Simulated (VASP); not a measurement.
# Settings for Au: self-consistent run

Au, I4/mmm (no. 139), 1 atom in the cell. LDA; PAW potentials Au (LDA set). VASP 6.6.1.

Wanted: energy within 2 meV/atom.

What the run is for: energy; Accuracy asked: standard.

POSCAR:
```
Au
1.0
   -1.6572690000      1.6572690000      1.6821280350
    1.6572690000     -1.6572690000      1.6821280350
    1.6572690000      1.6572690000     -1.6821280350
Au
1
Direct
    0.0000000000      0.0000000000      0.0000000000
```

The series start from Plane-wave cutoff (eV): 300; Smearing width (eV): 0.1; k-point mesh: 15 × 15 × 15; Precision mode (PREC): Accurate; Electronic threshold (eV): 1e-6; Bands in all (NBANDS): 15; Electronic algorithm: ALGO=Normal; Density mixing: defaults; Support grid and gradient cutoff: ADDGRID=False GGA_COMPAT=False. Each series keeps the choices made before it, and each single choice may use up half of a tolerance.

## Plane-wave cutoff (eV)

| Plane-wave cutoff (eV) | Energy less reference (meV/atom) | SCF iterations | Time (s) |
|---|---|---|---|
| 180 | 142.3 | 10 | 20 |
| 230 | 2.5 | 11 | 23 |
| 260 | -13.2 | 11 | 29 |
| 300 | -7.1 | 11 | 36 |
| 340 | -0.7 | 11 | 47 |
| 400 | -0.2 | 10 | 49 |
| 480 | -0.2 | 10 | 84 |
| 600 (reference) | 0.0 | 10 | 90 |

Chosen: 340, the loosest value from which every tighter one stays within half of the tolerance.

## Smearing width (eV)

| Smearing width (eV) | Energy less reference (meV/atom) | SCF iterations | Time (s) |
|---|---|---|---|
| 0.4 | 0.0 | 10 | 41 |
| 0.3 | 0.2 | 10 | 51 |
| 0.2 | 0.0 | 10 | 47 |
| 0.15 | 0.0 | 11 | 56 |
| 0.1 | 0.0 | 11 | 47 |
| 0.05 (reference) | 0.0 | 10 | 49 |

Chosen: 0.4.

## k-point mesh

| k-point mesh | Energy less reference (meV/atom) | SCF iterations | Time (s) |
|---|---|---|---|
| 5 × 5 × 5 | -5.3 | 10 | 5.2 |
| 6 × 6 × 6 | 82.0 | 10 | 7.7 |
| 8 × 8 × 8 | 37.5 | 11 | 12 |
| 10 × 10 × 10 | 16.7 | 10 | 18 |
| 13 × 13 × 13 | 1.7 | 10 | 33 |
| 15 × 15 × 15 | 1.2 | 10 | 41 |
| 18 × 18 × 18 | 1.0 | 11 | 93 |
| 22 × 22 × 22 (reference) | 0.0 | 11 | 154 |

Chosen: 22 × 22 × 22; the next looser run is off by more than half of the tolerance, so convergence isn't shown beyond this value.

## Precision mode (PREC)

| Precision mode (PREC) | Energy less reference (meV/atom) | SCF iterations | Time (s) |
|---|---|---|---|
| SingleN | -1.1 | 11 | 73 |
| Normal | 0.0 | 11 | 74 |
| Single | -0.3 | 11 | 125 |
| Accurate (reference) | 0.0 | 11 | 154 |

Chosen: Normal.

## Electronic threshold (eV)

| Electronic threshold (eV) | Energy less reference (meV/atom) | SCF iterations | Time (s) |
|---|---|---|---|
| 0.001 | 0.0 | 9 | 59 |
| 0.0001 | 0.0 | 9 | 54 |
| 1e-5 | 0.0 | 9 | 58 |
| 1e-6 | 0.0 | 11 | 74 |
| 1e-7 | 0.0 | 11 | 62 |
| 1e-8 (reference) | 0.0 | 11 | 66 |

Chosen: 0.001.

## Bands in all (NBANDS)

| Bands in all (NBANDS) | Energy less reference (meV/atom) | SCF iterations | Time (s) |
|---|---|---|---|
| 7 | 0.0 | 9 | 22 |
| 8 | 0.0 | 9 | 30 |
| 10 | 0.0 | 9 | 35 |
| 12 | 0.0 | 9 | 40 |
| 15 | 0.0 | 9 | 59 |
| 24 (reference) | 0.0 | 9 | 85 |

Chosen: 7.

## Electronic algorithm

| Electronic algorithm | Energy less reference (meV/atom) | SCF iterations | Time (s) |
|---|---|---|---|
| ALGO=Normal | 0.0 | 9 | 22 |
| ALGO=Fast | 0.0 | 9 | 29 |
| ALGO=VeryFast | 0.0 | 16 | 37 |
| ALGO=All ISEARCH=1 | 0.0 | 10 | 31 |
| ALGO=All ISEARCH=0 | 0.0 | 10 | 30 |
| ALGO=Damped TIME=0.4 | 0.4 | 13 | 36 |
| ALGO=Damped TIME=0.1 | 1.3 | 17 | 40 |
| ALGO=Old Fast | 0.0 | 9 | 32 |

Chosen: ALGO=Normal; no other choice that stays within half of the tolerance saves 30 % of the time.

## Density mixing

| Density mixing | Energy less reference (meV/atom) | SCF iterations | Time (s) |
|---|---|---|---|
| defaults | 0.0 | 9 | 22 |
| AMIX=0.8 | 0.1 | 8 | 26 |
| INIMIX=0 | 0.0 | 9 | 27 |
| MAXMIX=-10 | 0.0 | 9 | 28 |
| MIXPRE=0 | 0.0 | 9 | 25 |
| AMIX=0.4 IMIX=1 | -0.2 | 10 | 28 |
| AMIX=0.1 | 0.0 | 10 | 28 |

Chosen: defaults.

## Support grid and gradient cutoff

| Support grid and gradient cutoff | Energy less reference (meV/atom) | SCF iterations | Time (s) |
|---|---|---|---|
| ADDGRID=False GGA_COMPAT=False | 0.0 | 9 | 22 |
| ADDGRID=True GGA_COMPAT=False | 0.0 | 9 | 28 |
| ADDGRID=False GGA_COMPAT=True | 0.0 | 9 | 24 |

Chosen: ADDGRID=False GGA_COMPAT=False.

## All choices together

| Input | Energy less reference (meV/atom) | Time (s) |
|---|---|---|
| the program's defaults (naive) | 93.1 | 1.7 |
| chosen settings | -0.2 | 22 |
| reference settings throughout | 0.0 | 551 |

The chosen settings stay within the tolerance of the reference run, but the reference itself isn't shown to be converged in: k-point mesh.

## The input

INCAR:
```
SYSTEM = Au
GGA = CA
ISMEAR = 1
SIGMA = 0.4
LWAVE = .FALSE.
LCHARG = .FALSE.
ISIF = 2
PREC = Normal
LASPH = .TRUE.
LREAL = .FALSE.
ALGO = Normal
EDIFF = 0.001
NELM = 120
GGA_COMPAT = .FALSE.
ENCUT = 340
NBANDS = 7
ADDGRID = .FALSE.
```

KPOINTS:
```
Automatic mesh
0
Gamma
  22 22 22
  0 0 0
```

Commands:
```
cat potpaw_LDA.64/Au/POTCAR > POTCAR
mpirun -np 1 vasp_std > vasp.out
```

The chosen input took VASP 6.6.1 22 s on 1 core (AMD EPYC 7R43 (Zen 3)), a shared host.
